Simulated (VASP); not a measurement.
# H12CO5 in VASP: further runs

Runs on H12CO5. Level: PBE. Tasks: single point, molecular dynamics.

All numbers are computed with VASP 6.6.1; they aren't measurements. Logs are shortened: lines on timing, memory, paths and dates and some standing lists are left out, and cuts for length are marked.

### Step 1. The structure

The cell holds a amorphous, 18 atoms: a = 5.309 Å, b = 5.309 Å, c = 5.309 Å, α = 90.00°, β = 90.00°, γ = 90.00°.

The cell was built by a generator and needn't be a form met in nature.

### Step 2. Single point, PBE

File INCAR:

```
SYSTEM = H12CO5
ALGO = Normal
EDIFF = 1E-6
ENCUT = 520
GGA = PE
ISIF = 2
ISMEAR = -1
LASPH = .True.
LCHARG = .False.
LREAL = Auto
LWAVE = .False.
NBANDS = 38
NELM = 100
PREC = Accurate
SIGMA = 0.05
```

File KPOINTS:

```
k-points
0
Gamma
  1 1 1
  0 0 0
```

File POSCAR:

```
H12CO5
1.0
    5.3085660000      0.0000000000      0.0000000000
    0.0000000000      5.3085660000      0.0000000000
    0.0000000000      0.0000000000      5.3085660000
O H C
5 12 1
Direct
    0.0773655258      0.4381974341      0.3299949553
    0.2938269958      0.3352506119      0.8630579332
    0.7700949748      0.1452181248      0.5664995029
    0.2082106543      0.8086741316      0.6019704756
    0.5342497390      0.7089108433      0.0944322817
    0.1566713120      0.5854688441      0.4101295906
    0.0991228140      0.4378018471      0.1530545160
    0.2021261486      0.1895427127      0.9277081607
    0.4735177070      0.3371908723      0.9433244307
    0.8546187426      0.2839561569      0.4520806561
    0.5942282718      0.1855868421      0.5957917826
    0.0702637963      0.9236204278      0.5519192942
    0.1677289121      0.7243575760      0.7653290926
    0.7488086236      1.0430877190      0.0105678257
    0.5119461640      0.7448150781      0.2661735768
    0.9491075368      0.7549308043      0.0727126685
    0.7615050844      0.8043415114     -0.2129388615
    0.7628425454      0.8373447745     -0.0113966747
```

Potentials or basis: VASP PAW PBE potentials, release 64 (O, H, C).

The run is started by

```sh
$ cat potpaw_PBE.64/O/POTCAR potpaw_PBE.64/H/POTCAR potpaw_PBE.64/C/POTCAR > POTCAR
$ mpirun -np 1 vasp_gam > vasp.out
```

OUTCAR:

```text
SYSTEM = H12CO5
   EDIFF = 1E-6
   ENCUT = 520
   GGA = PE
   ISIF = 2
   ISMEAR = -1
   LASPH = .True.
   LREAL = Auto
   NELM = 100
   PREC = Accurate

 ion  position               nearest neighbor table
   1  0.077  0.438  0.330-   7 0.95   6 0.98
   2  0.294  0.335  0.863-   8 0.98   9 1.04
   3  0.770  0.145  0.566-  11 0.97  10 1.05
   4  0.208  0.809  0.602-  12 0.99  13 1.00
   5  0.534  0.709  0.094-  15 0.94  18 1.50
   6  0.157  0.585  0.410-   1 0.98
   7  0.099  0.438  0.153-   1 0.95
   8  0.202  0.190  0.928-   2 0.98
   9  0.474  0.337  0.943-   2 1.04
  10  0.855  0.284  0.452-   3 1.05
  11  0.594  0.186  0.596-   3 0.97
  12  0.070  0.924  0.552-   4 0.99
  13  0.168  0.724  0.765-   4 1.00
  14  0.749  0.043  0.011-  18 1.10
  15  0.512  0.745  0.266-   5 0.94
  16  0.949  0.755  0.073-  18 1.17
  17  0.762  0.804  0.787-  18 1.08
  18  0.763  0.837  0.989-  17 1.08  14 1.10  16 1.17   5 1.50

  LATTYP: Found a simple cubic cell.
 ALAT       =     5.3085660000

  Lattice vectors:

 A1 = (   5.3085660000,   0.0000000000,   0.0000000000)
 A2 = (   0.0000000000,   5.3085660000,   0.0000000000)
 A3 = (   0.0000000000,   0.0000000000,   5.3085660000)

Analysis of symmetry for initial positions (statically):
=====================================================================
 Subroutine PRICEL returns:
 Original cell was already a primitive cell.

 Routine SETGRP: Setting up the symmetry group for a
 simple cubic supercell.

 Subroutine GETGRP returns: Found  1 space group operations
 (whereof  1 operations were pure point group operations)
 out of a pool of 48 trial point group operations.

The static configuration has the point symmetry C_1 .

Analysis of symmetry for dynamics (positions and initial velocities):
=====================================================================
 Subroutine PRICEL returns:
 Original cell was already a primitive cell.

 Routine SETGRP: Setting up the symmetry group for a
 simple cubic supercell.

 Subroutine GETGRP returns: Found  1 space group operations
 (whereof  1 operations were pure point group operations)
 out of a pool of 48 trial point group operations.

The dynamic configuration has the point symmetry C_1 .

 Subroutine INISYM returns: Found  1 space group operations
 (whereof  1 operations are pure point group operations),
 and found     1 'primitive' translations

----------------------------------------------------------------------------------------

                                     Primitive cell

  volume of cell :     149.6000

  direct lattice vectors                    reciprocal lattice vectors
     5.308566000  0.000000000  0.000000000     0.188374789  0.000000000  0.000000000
     0.000000000  5.308566000  0.000000000     0.000000000  0.188374789  0.000000000
     0.000000000  0.000000000  5.308566000     0.000000000  0.000000000  0.188374789

  length of vectors
     5.308566000  5.308566000  5.308566000     0.188374789  0.188374789  0.188374789

  position of ions in fractional coordinates (direct lattice)
     0.077365526  0.438197434  0.329994955
     0.293826996  0.335250612  0.863057933
     0.770094975  0.145218125  0.566499503
     0.208210654  0.808674132  0.601970476
     0.534249739  0.708910843  0.094432282
     0.156671312  0.585468844  0.410129591
     0.099122814  0.437801847  0.153054516
     0.202126149  0.189542713  0.927708161
     0.473517707  0.337190872  0.943324431
     0.854618743  0.283956157  0.452080656
     0.594228272  0.185586842  0.595791783
     0.070263796  0.923620428  0.551919294
     0.167728912  0.724357576  0.765329093
     0.748808624  0.043087719  0.010567826
     0.511946164  0.744815078  0.266173577
     0.949107537  0.754930804  0.072712669
     0.761505084  0.804341511  0.787061139
     0.762842545  0.837344774  0.988603325

  ion indices of the primitive-cell ions
   primitive index   ion index
                 1           1
                 2           2
                 3           3
                 4           4
                 5           5
                 6           6
                 7           7
                 8           8
                 9           9
                10          10
                11          11
                12          12
                13          13
                14          14
                15          15
                16          16
                17          17
                18          18

----------------------------------------------------------------------------------------

 KPOINTS: k-points

Automatic generation of k-mesh.
 Grid dimensions read from file:
 generate k-points for:    1    1    1

 Generating k-lattice:

  Cartesian coordinates                     Fractional coordinates (reciprocal lattice)
     0.188374789  0.000000000  0.000000000     1.000000000  0.000000000  0.000000000
     0.000000000  0.188374789  0.000000000     0.000000000  1.000000000  0.000000000
     0.000000000  0.000000000  0.188374789     0.000000000  0.000000000  1.000000000

  Length of vectors
     0.188374789  0.188374789  0.188374789

  Shift w.r.t. Gamma in fractional coordinates (k-lattice)
     0.000000000  0.000000000  0.000000000

 Subroutine IBZKPT returns following result:
 ===========================================

 Found      1 irreducible k-points:

 Following reciprocal coordinates:
            Coordinates               Weight
  0.000000  0.000000  0.000000      1.000000
   k-points           NKPTS =      1   k-points in BZ     NKDIM =      1   number of bands    NBANDS=     38
   number of dos      NEDOS =    301   number of ions     NIONS =     18
   total plane-waves  NPLWV =  64000
   dimension x,y,z NGX =    40 NGY =   40 NGZ =   40
   dimension x,y,z NGXF=    80 NGYF=   80 NGZF=   80
   ions per type =               5  12   1
   NGX,Y,Z   is equivalent  to a cutoff of  12.53, 12.53, 12.53 a.u.
   NGXF,Y,Z  is equivalent  to a cutoff of  25.05, 25.05, 25.05 a.u.
 SYSTEM =  H12CO5
   PREC   = accura    normal or accurate (medium, high low for compatibility)
   ISTART =      0    job   : 0-new  1-cont  2-samecut
   ICHARG =      2    charge: 1-file 2-atom 10-const
   ISPIN  =      1    spin polarized calculation?
   LNONCOLLINEAR =      F non collinear calculations
   LSORBIT =      F    spin-orbit coupling
   LASPH  =      T    aspherical Exc in radial PAW
   ENCUT  =  520.0 eV  38.22 Ry    6.18 a.u.   9.87  9.87  9.87*2*pi/ulx,y,z
   NELM   =    100;   NELMIN=  2; NELMDL= -5     # of ELM steps
   EDIFF  = 0.1E-05   stopping-criterion for ELM
   LREAL  =      T    real-space projection
   EDIFFG = 0.1E-04   stopping-criterion for IOM
   NSW    =      0    number of steps for IOM
   IBRION =     -1    ionic relax: 0-MD 1-quasi-New 2-CG
   NFREE  =      0    steps in history (QN), initial steepest desc. (CG)
   ISIF   =      2    stress and relaxation
   ISYM   =      2    0-nonsym 1-usesym 2-fastsym
   POTIM  = 0.5000    time-step for ionic-motion
   TEBEG  =    0.0;   TEEND  =   0.0 temperature during run
   PSTRESS=    0.0 pullay stress
   NELECT =      46.0000    total number of electrons
   NUPDOWN=      -1.0000    fix difference up-down
   EMIN   =  10.00;   EMAX   =-10.00  energy-range for DOS
   EFERMI =   0.00;   METHOD = LEGACY
   ISMEAR =    -1;   SIGMA  =   0.05  broadening in eV -4-tet -1-fermi 0-gaus
   EFERMI_NEDOS =   21; number of points for ismear=-14 and -15
   IALGO  =     38    algorithm
   IMIX   =      4    mixing-type and parameters
     AMIX     =   0.40;   BMIX     =  1.00
     AMIX_MAG =   1.60;   BMIX_MAG =  1.00
  volume/ion in A,a.u.               =       8.31        56.09
  Fermi-wavevector in a.u.,A,eV,Ry     =   1.104969  2.088089 16.612131  1.220957
  Thomas-Fermi vector in A             =   2.241450
   LORBIT       =      0    0 simple, 1 ext, 2 COOP (PROOUT), +10 PAW based schemes
   GGA     = PE    functional components
   LHFCALC =     F    Hartree Fock is set to
   AEXX    =    0.0000 exact exchange contribution
   IVDW    =     0    specifies the selected vdW correction
   LEPSILON=     F    determine dielectric tensor
   LRPA    =     F    only Hartree local field effects (RPA)
 non-spin polarized calculation
  energy-cutoff  :      520.00
  volume of cell :      149.60
 maximum number of plane-waves:      1980
 NGX is ok and might be reduce to    40
   NGX = 19   NGY = 19   NGZ = 19

 number of electron      46.0000003 magnetization

 Free energy of the ion-electron system (eV)
  ---------------------------------------------------
  ext. energy  EPLUGINS =         0.00000000
  ---------------------------------------------------
  free energy    TOTEN  =       -87.94682993 eV

  energy without entropy =      -87.94682993  energy(sigma->0) =      -87.94682993

 E-fermi :  -1.5782     XC(G=0):  -7.6647

 val. band max:       -2.7883173181   @ k =   0.0000   0.0000   0.0000
 cond. band min:       2.0525111066   @ k =   0.0000   0.0000   0.0000
 fundamental gap:      4.8408284247
 Fermi energy:        -1.5782119596

 k-point     1 :       0.0000    0.0000    0.0000
  band No.  band energies     occupation
      1     -21.8636      2.00000
      2     -21.5128      2.00000
      3     -21.1403      2.00000
      4     -20.8801      2.00000
      5     -20.2895      2.00000
      6     -13.2726      2.00000
      7      -9.7558      2.00000
      8      -9.4937      2.00000
      9      -9.1073      2.00000
     10      -8.8763      2.00000
     11      -8.4714      2.00000
     12      -6.9527      2.00000
     13      -6.7234      2.00000
     14      -5.7849      2.00000
     15      -5.5140      2.00000
     16      -5.4167      2.00000
     17      -4.7689      2.00000
     18      -4.0975      2.00000
     19      -3.6696      2.00000
     20      -3.3853      2.00000
     21      -3.2095      2.00000
     22      -2.9572      2.00000
     23      -2.7883      2.00000
     24       2.0525      0.00000
     25       4.7590      0.00000
     26       4.9390      0.00000
     27       5.9551      0.00000
     28       6.7389      0.00000
     29       7.2476      0.00000
     30       7.8357      0.00000
     31       7.9401      0.00000
     32       8.0351      0.00000
     33       8.4803      0.00000
     34       8.9753      0.00000
     35       9.2351      0.00000
 [bands above 35 left out]

------------------------ aborting loop because EDIFF is reached ----------------------------------------

  FORCE on cell =-STRESS in cart. coord.  units (eV):
  Direction    XX          YY          ZZ          XY          YZ          ZX
  --------------------------------------------------------------------------------------
  -------------------------------------------------------------------------------------
  Total       -7.3101784      1.5699412      3.3864103      0.1202124      2.4680634      0.3345792
  in kB      -78.2901081     16.8136620     36.2675736      1.2874440     26.4323169      3.5832558
  external PRESSURE =      -8.4029575 kB  Pullay stress =       0.0000000 kB

 VOLUME and BASIS-vectors are now :
 -----------------------------------------------------------------------------
  energy-cutoff  :      520.00
  volume of cell :      149.60
      direct lattice vectors                 reciprocal lattice vectors
     5.308566000  0.000000000  0.000000000     0.188374789  0.000000000  0.000000000
     0.000000000  5.308566000  0.000000000     0.000000000  0.188374789  0.000000000
     0.000000000  0.000000000  5.308566000     0.000000000  0.000000000  0.188374789

 POSITION                                       TOTAL-FORCE (eV/Angst)
 -----------------------------------------------------------------------------------
      0.41070      2.32620      1.75180        -0.881826     -1.122300      0.848581
      1.55980      1.77970      4.58160         1.882460     -0.184233      0.686004
      4.08810      0.77090      3.00730         0.910749      0.982290     -1.127817
      1.10530      4.29290      3.19560         0.058051      0.069820      0.233752
      2.83610      3.76330      0.50130         1.938759      0.265774     -2.846847
      0.83170      3.10800      2.17720         0.073934      0.376081      0.362367
      0.52620      2.32410      0.81250         0.589080      0.208429     -1.282633
      1.07300      1.00620      4.92480         0.537142     -0.259730     -0.229015
      2.51370      1.79000      5.00770        -2.634804      0.112280     -0.636630
      4.53680      1.50740      2.39990        -0.560031     -0.918395      1.049449
      3.15450      0.98520      3.16280        -0.249814      0.055279     -0.182556
      0.37300      4.90310      2.92990         0.011709     -0.109720      0.610222
      0.89040      3.84530      4.06280         0.257377      0.465245     -0.903036
      3.97510      0.22873      0.05610         0.098405     -0.012494      0.378562
      2.71770      3.95390      1.41300         0.156267      0.711296      2.167157
      5.03840      4.00760      0.38600        -1.381532      0.798356     -0.284800
      4.04250      4.26990      4.17817        -0.320187     -0.345002     -0.248659
      4.04960      4.44510      5.24807        -0.485739     -1.092976      1.405899
 -----------------------------------------------------------------------------------
    total drift:                               -0.001109     -0.001387     -0.003654

  FREE ENERGIE OF THE ION-ELECTRON SYSTEM (eV)
  ---------------------------------------------------
  free  energy   TOTEN  =       -87.9468299306 eV

  energy  without entropy=      -87.9468299305  energy(sigma->0) =      -87.94682993
```

It took 27 s on 1 thread of Intel Xeon Platinum 8488C (Sapphire Rapids), shared host; peak memory 0.23 GiB.

What came out:

| Item | Value |
| --- | --- |
| Free energy | -87.9468 eV |
| Pressure | -0.8 GPa |
| Largest force | 3.455 eV/Å |
| Band gap on the k mesh | 4.84 eV, direct |

Forces on the atoms (eV/Å):
```
O   -0.882 -1.122  0.849
O    1.882 -0.184  0.686
O    0.911  0.982 -1.128
O    0.058  0.070  0.234
O    1.939  0.266 -2.847
H    0.074  0.376  0.362
H    0.589  0.208 -1.283
H    0.537 -0.260 -0.229
H   -2.635  0.112 -0.637
H   -0.560 -0.918  1.049
H   -0.250  0.055 -0.183
H    0.012 -0.110  0.610
H    0.257  0.465 -0.903
H    0.098 -0.012  0.379
H    0.156  0.711  2.167
H   -1.382  0.798 -0.285
H   -0.320 -0.345 -0.249
C   -0.486 -1.093  1.406
```

[end of part 1 of 2]
